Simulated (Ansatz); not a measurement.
A run of Ansatz 0.2.0 is set up as follows.

Contents of input.yaml:

```yaml
crystal:
  lattice:
    - [0.0, -2.11656, -2.11656]
    - [-2.11656, 0.0, -2.11656]
    - [2.11656, 2.11656, -4.23312]
  atoms:
    - { symbol: Cu, position: [0.50388754, 0.47698801, 0.4880064] }
    - { symbol: Cu, position: [0.00388754, 0.97698801, 0.9880064] }
    - { symbol: O, position: [0.74611246, 0.77301199, 0.7619936] }
    - { symbol: O, position: [0.24611246, 0.27301199, 0.2619936] }
hamiltonian:
  xc: pbe
  pseudopotentials: { kind: paw, accuracy: standard }
kpoints:
  mp_grid: { grid: [10, 10, 6] }
scf:
  occupations: { method: fermi_dirac, width: 0.05 }
output:
  forces: true
  stress: true
  eigenvalues: true
relax:
  f_tol: 0.01
  max_steps: 40
  cell: { stress_tol: 0.05 }
```

Potentials or basis: SSSP efficiency PAW.

The run is started by

```sh
$ ansatz run input.yaml --threads 2 --pin off --max-ram 5632MiB --backend cpu --events-out ev --progress --plain --runs-dir out
```

Estimate the band gap on the k mesh.

none (metal or under the smearing width).

What does it give for the space group after relaxing (to 0.05 Å)?

Fm-3m (No. 225).

Final structure:
```xyz
4
Lattice="0.0004 -2.1242 -2.1185 -2.1232 0.0001 -2.1182 2.1251 2.1253 -4.2384" Properties=species:S:1:pos:R:3 pbc="T T T"
Cu    0.0011    0.0006   -4.2375
Cu    0.0019    2.1254   -6.3566
O     0.0017    0.0009   -6.3563
O     0.0006    0.0003   -2.1188
```

Caveat: the run has no spin polarisation, though such a crystal can be magnetic; semilocal functionals often make such compounds metallic where correlation or magnetic order opens a gap, which also shifts bond lengths.
